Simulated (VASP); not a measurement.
Crystal: InPd.

```xyz
2
Lattice="3.2719 0.0000 0.0000 0.0000 3.2719 0.0000 0.0000 0.0000 3.2719" Properties=species:S:1:pos:R:3 pbc="T T T"
In    0.0000    0.0000    0.0000
Pd    1.6359    1.6359    1.6359
```

The cell comes from a database or a generator and needn't be the stable form of this composition.

```yaml
Program: VASP 6.6.1
Task: relaxation of cell and atoms
Functional: RPBE
Dispersion: D3
Potentials_or_basis: VASP PAW PBE potentials, release 64 (In_d, Pd)
Cutoff: 600 eV
k_mesh: 8 × 8 × 8
Occupations: fermi-dirac, width 0.05 eV
Spin: no spin polarisation
```

At the start: pressure 3.4 GPa; volume 17.51 Å³/atom.

**Question.** Where does the relaxation end?

**Answer.** Over 3 steps the energy falls by 5.6 meV/atom and the volume is 18.06 Å³/atom (+3.1 %); space group Pm-3m (No. 221, to 0.05 Å).

The path:
```
step  energy change (eV)  largest force (eV/Å)  pressure (GPa)  volume (Å³)
   1              0.0000                0.0000            3.45        35.03
   2             -0.0048                0.0000           -2.35        36.97
   3             -0.0113                0.0000            0.00        36.11
```

Final structure:
```xyz
2
Lattice="3.3053 0.0000 0.0000 0.0000 3.3053 0.0000 0.0000 0.0000 3.3053" Properties=species:S:1:pos:R:3 pbc="T T T"
In    0.0000    0.0000    0.0000
Pd    1.6526    1.6526    1.6526
```

Caveat: the PAW data sets were made with another functional, which shifts forces and pressure a little; pairwise dispersion overbinds metals, which lowers pressure and volume.
